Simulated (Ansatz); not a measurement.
# Hf3N4: the cost of one run

Method: DFT, levels as named, plane waves, PAW, in Ansatz 0.2.0.

## 1. The system as given

It takes space group I-43d (No. 220, cubic). The conventional cell has a = 6.701 Å, b = 6.701 Å, c = 6.701 Å, α = 90.00°, β = 90.00°, γ = 90.00°. Around Hf (site symmetry -4) lie 8 N at 2.18 to 2.47 Å. N (site symmetry 3) has 6 Hf at 2.18 to 2.47 Å as nearest neighbours.

Coordinates:

```cif
data_structure
_symmetry_space_group_name_H-M 'I-43d'
_symmetry_Int_Tables_number 220
_cell_length_a 6.7010
_cell_length_b 6.7010
_cell_length_c 6.7010
_cell_angle_alpha 90.000
_cell_angle_beta 90.000
_cell_angle_gamma 90.000
_cell_volume 300.90
loop_
_atom_site_label
_atom_site_type_symbol
_atom_site_symmetry_multiplicity
_atom_site_Wyckoff_symbol
_atom_site_fract_x
_atom_site_fract_y
_atom_site_fract_z
_atom_site_occupancy
Hf1 Hf 12 a 0.37500 0.00000 0.25000 1
N1 N 16 c 0.06300 0.06300 0.06300 1
```

## 2. PBE: cell and atoms

input.yaml reads:

```yaml
crystal:
  lattice:
    - [-3.3505, 3.3505, 3.3505]
    - [3.3505, -3.3505, 3.3505]
    - [3.3505, 3.3505, -3.3505]
  atoms:
    - { symbol: Hf, position: [0.25, 0.625, 0.375] }
    - { symbol: Hf, position: [0.375, 0.25, 0.625] }
    - { symbol: Hf, position: [0.75, 0.875, 0.125] }
    - { symbol: Hf, position: [0.125, 0.75, 0.875] }
    - { symbol: Hf, position: [0.625, 0.375, 0.25] }
    - { symbol: Hf, position: [0.875, 0.125, 0.75] }
    - { symbol: "N", position: [0.126, 0.126, 0.126] }
    - { symbol: "N", position: [0.874, 0.5, 0.0] }
    - { symbol: "N", position: [0.5, 0.0, 0.374] }
    - { symbol: "N", position: [0.0, 0.874, 0.5] }
    - { symbol: "N", position: [0.374, 0.5, 0.0] }
    - { symbol: "N", position: [0.626, 0.626, 0.626] }
    - { symbol: "N", position: [0.0, 0.374, 0.5] }
    - { symbol: "N", position: [0.5, 0.0, 0.874] }
  symmetry: { tolerance: 0.0003 }
hamiltonian:
  xc: pbe
  pseudopotentials: { kind: paw, azcp: { folder: soft_1 } }
basis:
  ecutwfc: 420
magnetization:
  spin_polarized: false
scf:
  occupations: { method: fermi_dirac, width: 0.02 }
kpoints:
  mp_grid: { grid: [6, 6, 6], shift: [0, 0, 0] }
output:
  forces: true
  stress: true
  eigenvalues: true
relax:
  max_steps: 60
  cell: {}
```

The run is started by

```console
ansatz run input.yaml --threads 4 --pin off --max-ram 10240MiB --backend cpu --events-out ev --progress --plain --runs-dir out
```

Q: Estimate wall time and peak memory on 4 threads of Intel Xeon Platinum 8488C (Sapphire Rapids), shared host.

About 55 s, with a peak of 0.81 GiB.
